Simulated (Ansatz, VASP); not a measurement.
# Pt: VASP beside Ansatz

File INCAR:

```
SYSTEM = Pt
PREC = Accurate
ENCUT = 520
EDIFF = 1E-6
ISMEAR = 0
SIGMA = 0.1
LREAL = .False.
LASPH = .True.
NELM = 60
ALGO = Normal
ISIF = 2
LWAVE = .False.
LCHARG = .False.
GGA = PE
NBANDS = 11
```

Contents of KPOINTS:

```
Automatic mesh
0
Gamma
  18 18 18
  0 0 0
```

File POSCAR:

```
Pt
1.0
    0.0000000000      2.0047122874      2.0047122874
    2.0047122874      0.0000000000      2.0047122874
    2.0047122874      2.0047122874      0.0000000000
Pt
1
Direct
    0.0000000000      0.0000000000      0.0000000000
```

Input for Ansatz:

```yaml
crystal:
  lattice:
    - [0.0, 2.0047122871, 2.0047122871]
    - [2.0047122871, 0.0, 2.0047122871]
    - [2.0047122871, 2.0047122871, 0.0]
  atoms:
    - { symbol: Pt, position: [0.0, 0.0, 0.0] }
basis:
  ecutwfc: 420
kpoints:
  mp_grid: { grid: [18, 18, 18] }
hamiltonian:
  xc: pbe
scf:
  occupations: { method: gaussian, width: 0.1 }
output:
  forces: true
  stress: true
  eigenvalues: true
```

Alike in both runs: task single point; functional PBE; k mesh 18 × 18 × 18; occupations gaussian, width 0.1 eV; no spin polarisation.

|  | VASP | Ansatz |
| --- | --- | --- |
| version | VASP 6.6.1 | Ansatz 0.2.0 |
| potentials or method | VASP PAW PBE potentials, release 64 (Pt) | scalar-relativistic, plane waves, PAW |
| plane-wave cutoff (eV) | 520 | 420 |
| valence electrons in the cell | 10 | 18 |

VASP gave:

| Property | Result |
| --- | --- |
| gap on the k mesh at the Fermi level (eV) | none |
| pressure (GPa) | -7.2 |

Which values does Ansatz return?

gap on the k mesh at the Fermi level (eV): none; pressure (GPa): -6.8.

A gap of «none» marks a metal or a gap that the smearing closes. The two sets of potentials don't hold the same shells in valence.

The runs have no spin-orbit coupling, so splittings on Pt are missing.
